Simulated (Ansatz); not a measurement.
**From three elastic constants to directional properties of KBr**

Level of theory: Ansatz 0.2.0, DFT PBEsol, scalar-relativistic, plane waves, PAW. Cutoff 420 eV, 6×6×6 k-points (Γ-centred), fixed occupations. No spin polarisation.

The cell is fixed (symmetry leaves no force on the atoms) and stands under 0.0 GPa:
```yaml
crystal:
  lattice:
    - [0.00000, 3.27450, 3.27450]
    - [3.27450, 0.00000, 3.27450]
    - [3.27450, 3.27450, 0.00000]
  atoms:
    - { symbol: K, position: [0.00000, 0.00000, 0.00000] }
    - { symbol: Br, position: [0.50000, 0.50000, 0.50000] }
```

The cell is the ideal cubic rocksalt prototype.

With ions relaxed, on the cubic axes: C11 = 36.7, C12 = 4.8, C44 = 5.0 GPa. The density is 2.814 g/cm³. Zone-centre modes weren't checked beside this run.

**Question.** Is the crystal stable against strain, and how anisotropic is it?

**Answer.** Born's conditions hold: C11 + 2C12 = 46.2, C11 − C12 = 31.9 and C44 = 5.0 GPa are all positive. B = (C11 + 2C12)/3 = 15.4 GPa. The two shear moduli are C44 and C′ = (C11 − C12)/2 = 16.0 GPa, so Zener's ratio is A = C44/C′ = 0.31: the shear C44 is the soft one, as in NaCl, KCl, the halide perovskites and the bcc metals V, Nb, Cr and Mo. The Cauchy pressure C12 − C44 is -0.2 GPa; it would vanish for pair forces between atoms on inversion centres at zero pressure, and here it is small.

**Question.** Give the sound speeds along the three symmetry directions.

**Answer.** The Christoffel equation gives ρv² for each branch:
| direction | branch | ρv² | GPa | v (m/s) |
| --- | --- | --- | --- | --- |
| [100] | L | C11 | 36.7 | 3611 |
| [100] | T (×2) | C44 | 5.0 | 1336 |
| [110] | L | (C11 + C12 + 2C44)/2 | 25.8 | 3025 |
| [110] | T, u ∥ [001] | C44 | 5.0 | 1336 |
| [110] | T, u ∥ [1-10] | (C11 − C12)/2 | 16.0 | 2381 |
| [111] | L | (C11 + 2C12 + 4C44)/3 | 22.1 | 2803 |
| [111] | T (×2) | (C11 − C12 + C44)/3 | 12.3 | 2092 |

**Question.** How does Young's modulus depend on direction?

**Answer.** Inverting gives S11 = 28.099, S12 = -3.239, S44 = 199.203 TPa⁻¹. Along a unit vector (l, m, n), 1/E = S11 − 2(S11 − S12 − S44/2)(l²m² + m²n² + n²l²), where the last bracket is 0, 1/4 and 1/3 for [100], [110] and [111]: E = 36, 16 and 14 GPa. With A < 1 the cube edge is stiffest. For a film on (001), the biaxial modulus is C11 + C12 − 2C12²/C11 = 40 GPa and the normal strain is −2C12/C11 = -0.26 times the in-plane one.